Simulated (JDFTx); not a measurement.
**CoO: energy against volume and a worked fit**

The structure is cubic, space group Fm-3m (No. 225). The conventional cell has a = 4.263 Å, b = 4.263 Å, c = 4.263 Å, α = 90.00°, β = 90.00°, γ = 90.00°. Around Co (site symmetry m-3m) lie 6 O at 2.13 Å. O (site symmetry m-3m) has 6 Co at 2.13 Å as nearest neighbours.

The cell was scaled at fixed shape and fractions and run with JDFTx, PseudoDojo-SR-PBE-0.5-standard with smoothed tails, cutoff 1306 eV; RPBE, k mesh 11 × 11 × 11 on the cell of 2 atoms, fermi-dirac occupations of 0.05 eV, collinear spin, ferromagnetic start, no spin-orbit coupling. The potentials were made for PBE. Energies are those that the program minimises, any entropy of the smearing included. For a metal such a mesh isn't converged to the digits shown. The magnetic state is the one that the start led to, which needn't be the lowest.

```csv
V (Å³/atom),energy over the lowest row (meV/atom)
9.1030,38.32
9.2967,21.15
9.4903,?
9.6840,2.40
9.8777,0.00
10.0714,1.66
10.2651,6.99
```

Q: Fit the third-order Birch-Murnaghan form, give V0, B0 and B′, and predict the energy left open.

A: With y = (V0/V)^(2/3), E = E0 + (9 V0 B0/16) [(y - 1)³ B′ + (y - 1)² (6 - 4y)]. Least squares through the rows shown give V0 = 9.8935 Å³/atom, E0 = -0.02 meV, B0 = 170.7 GPa (1 eV/Å³ = 160.218 GPa) and B′ = 3.72, with a largest miss of 0.03 meV. At V = 9.4903 the form with these constants gives 9.32 meV; the run gave 9.31 meV an atom.
